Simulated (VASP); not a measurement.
A run of VASP 6.6.1:

INCAR

```
ALGO = Normal ; EDIFF = 1E-5
EDIFFG = -0.03 ; ENCUT = 350
GGA = PS ; IBRION = 2
ISIF = 2 ; ISMEAR = 0
ISPIN = 2 ; KPAR = 4
LASPH = T ; LCHARG = F
LDAU = T ; LDAUJ = 0 0
LDAUL = 2 -1 ; LDAUPRINT = 1
LDAUTYPE = 2 ; LDAUU = 4 0
LMAXMIX = 4 ; LORBIT = 11
LREAL = Auto ; LWAVE = F
MAGMOM = 4 0 0 0 0 0 0 0 0 0 0 0 0 0 0 0 0 0 0 0 0 0 0 0 ; NELM = 120
NSW = 40 ; PREC = Accurate
SIGMA = 0.03
```

File KPOINTS:

```
k-points
0
Gamma
  2 3 3
```

POSCAR

```
FeSi23
1.0
    0.0000000000      8.1555000000      8.1555000000
    5.4370000000      0.0000000000      5.4370000000
    5.4370000000      5.4370000000      0.0000000000
Fe Si
1 23
Direct
    0.0000000000      0.0000000000      0.0000000000
    0.0000000000      0.0000000000      0.5000000000
    0.0000000000      0.5000000000      0.0000000000
    0.0000000000      0.5000000000      0.5000000000
    0.3333330000      0.0000000000      0.0000000000
    0.3333330000      0.0000000000      0.5000000000
    0.3333330000      0.5000000000      0.0000000000
    0.3333330000      0.5000000000      0.5000000000
    0.6666670000      0.0000000000      0.0000000000
    0.6666670000      0.0000000000      0.5000000000
    0.6666670000      0.5000000000      0.0000000000
    0.6666670000      0.5000000000      0.5000000000
    0.0833333333      0.1250000000      0.1250000000
    0.0833333333      0.1250000000      0.6250000000
    0.0833333333      0.6250000000      0.1250000000
    0.0833333333      0.6250000000      0.6250000000
    0.4166663333      0.1250000000      0.1250000000
    0.4166663333      0.1250000000      0.6250000000
    0.4166663333      0.6250000000      0.1250000000
    0.4166663333      0.6250000000      0.6250000000
    0.7500003333      0.1250000000      0.1250000000
    0.7500003333      0.1250000000      0.6250000000
    0.7500003333      0.6250000000      0.1250000000
    0.7500003333      0.6250000000      0.6250000000
```

Potentials or basis: VASP PAW PBE potentials, release 64 (Fe, Si).

Run with:

```console
$ cat potpaw_PBE.64/Fe/POTCAR potpaw_PBE.64/Si/POTCAR > POTCAR
$ mpirun -np 4 vasp_std > vasp.out
```

Hardware: 4 MPI ranks on AMD EPYC 9R45 (Zen 5), on a shared host.

Task: Estimate the wall time of this run.

Result: It took 5.7 min on 4 MPI ranks on AMD EPYC 9R45 (Zen 5), on a shared host, peak memory 0.65 GiB a rank. Counts: scf iterations 45, k points 8, ion steps 6.
